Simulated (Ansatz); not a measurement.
# N started in the widest void in diamond Si, 65 atoms, charge +1

All numbers come from Ansatz (PAW, plane waves, no spin–orbit coupling) at the single k point (¼, ¼, ¼) without its symmetry partners. The atoms were relaxed with PBEsol in a fixed cell; other functionals are single points on those atoms unless said otherwise. The valence top and gap of the host come from its small cell on a dense mesh, with the band extrema sought between the mesh points, lined up by the mean potential, PBEsol gap 0.46 eV, r²SCAN gap 0.76 eV. The charge correction uses an assumed dielectric constant of 11.7.

Cell: a = 10.866 Å, b = 10.866 Å, c = 10.866 Å, α = 90.00°, β = 90.00°, γ = 90.00°.

Nearest atoms after relaxation, from the placed atom (for vacancies from the middle of the vacant sites): Si at 1.87 Å, Si at 1.87 Å, Si at 1.87 Å, Si at 2.54 Å, Si at 2.54 Å, Si at 2.54 Å, Si at 3.42 Å, Si at 3.42 Å.

Chemical potentials μ are those of reference phases of the elements at zero temperature by the same functional (the usual solids, diamond for C, grey Sn, and the molecules H2, N2, O2, F2, Cl2, Br2 and S8).

```tsv
functional	E(defect) − E(host) − Σ nμ + q·E_VBM (eV)	monopole (eV)	alignment (eV)	formation energy at E_F = VBM (eV)	moment (μB)	wall time, shared host
PBEsol	2.53	0.16	-0.01	2.68	0 (no spin)	52 s on NVIDIA H100 (relaxation)
r²SCAN	3.21	0.16	-0.01	3.36	0 (no spin)	17 s on NVIDIA H100
```

(1) How does the monopole term follow by hand for this cubic cell?

r²SCAN one-electron levels near the gap (the ten most localised at most), from the host's valence top, not corrected for the charge's images:

| level (eV) | spin | filling | atoms sharing it | element of the atom with most weight |
| --- | --- | --- | --- | --- |
| -0.30 | both | 2.00 | 59.3 | spread |
| -0.30 | both | 2.00 | 59.3 | spread |
| 0.47 | both | 0.00 | 19.8 | spread |
| 0.47 | both | 0.00 | 19.8 | spread |

One k point and a cell of this size can leave errors of several tenths of an eV in such numbers.

Results:

(1) q²·α·e²/(4πε₀)/(2εL) with the Madelung constant α = 2.837 and e²/4πε₀ = 14.40 eV·Å: 1 × 2.837 × 14.40 / (2 × 11.7 × 10.866) = 0.16 eV.
